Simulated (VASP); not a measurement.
Si: single point with PBE+D3(BJ)

The system is Si.

```
CELL_PARAMETERS angstrom
0.00000 1.81529 1.91083
1.81529 0.00000 1.91083
1.81529 1.81529 0.00000
ATOMIC_POSITIONS crystal
Si 0.00000 0.00000 0.00000
```

The cell isn't the ideal one: strain -0.050 along x and y, +0.000 along z, atoms carried along.

* Program: VASP 6.6.1
* Task: single point
* Functional: PBE
* Dispersion: D3(BJ)
* Potentials or basis: VASP PAW PBE potentials, release 64 (Si)
* Cutoff: 520 eV
* k mesh: 22 × 22 × 22
* Occupations: gaussian, width 0.15 eV
* Spin: no spin polarisation

* Pressure: 9.1 GPa
* Band gap on the k mesh: none (metal or under the smearing width)
* Dispersion energy per atom: -0.495 eV

Stress tensor (GPa, compression positive):
```
9.22 0.00 0.00
0.00 9.22 0.00
0.00 0.00 8.88
```

Levels at points of the mesh, in eV from the Fermi level:
```tsv
k point	band 1	band 2	band 3	band 4	band 5
(0.00, 0.00, 0.00)	-15.85	11.98	12.73	12.73	12.87
(0.50, 0.00, 0.00)	-8.07	-7.93	9.06	10.45	10.61
(0.50, 0.50, 0.00)	-6.61	-5.53	4.34	4.34	4.53
(0.50, 0.00, 0.50)	-5.82	-4.22	2.99	3.51	3.92
```

Run time: 22 s on 1 thread of Intel(R) Xeon(R) 6975P-C (Granite Rapids), with other jobs on the host, peak memory 0.19 GiB.

Caveat: pairwise dispersion overbinds metals, which lowers pressure and volume.
